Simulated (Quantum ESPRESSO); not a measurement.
**InP under changes of volume**

One of the cells (25.167 Å³/atom); the others are scaled copies at fixed shape and fractional positions:

```
CELL_PARAMETERS angstrom
0.00000 2.93050 2.93050
2.93050 0.00000 2.93050
2.93050 2.93050 0.00000
ATOMIC_POSITIONS crystal
In 0.00000 0.00000 0.00000
P 0.75000 0.75000 0.75000
```

| Quantity | Value |
| --- | --- |
| Program | Quantum ESPRESSO 7.5 |
| Functional | N12 |
| Potentials or basis | PseudoDojo 0.4.1 SR PBE standard |
| Cutoff | 952 eV |
| Density cutoff | 3810 eV |
| k mesh | 8 × 8 × 8 |
| Occupations | fermi-dirac, width 0.05 eV |
| Spin | no spin polarisation |

```tsv
volume (Å³/atom)	energy over the lowest point (meV/atom)	pressure (GPa)	gap on the mesh (eV)
23.657	?	?	?
24.160	21.64	4.7	0.92
24.663	9.53	3.0	0.80
25.167	2.49	1.4	0.69
25.670	0.00	0.1	0.57
26.173	1.59	-1.2	0.46
26.677	6.82	-2.3	0.36
```

Q: What does the run at 23.657 Å³/atom give?

A: Energy over the lowest point 39.41 meV/atom; pressure 6.6 GPa; gap on the mesh 1.04 eV.

Worked out: A Birch-Murnaghan fit of order 3 (a polynomial in V^(-2/3)) to the other rows has its minimum at 25.72 Å³/atom with B0 = V·E''(V) = 65 GPa and B' = 4.7. It gives 39.43 meV/atom at 23.657 Å³/atom, against the run's 39.41, and -dE/dV = 6.6 GPa, against 6.6. A straight line through the other rows of the gap, of slope -5.68 eV per unit of ln V (its deformation potential), extrapolates to 1.04 eV, against the run's 1.04.

Energies are extrapolated to zero smearing.

Caveats: the potentials were made for another functional, which shifts forces and pressure; spin-orbit coupling is left out, which moves the levels of the heavy elements.
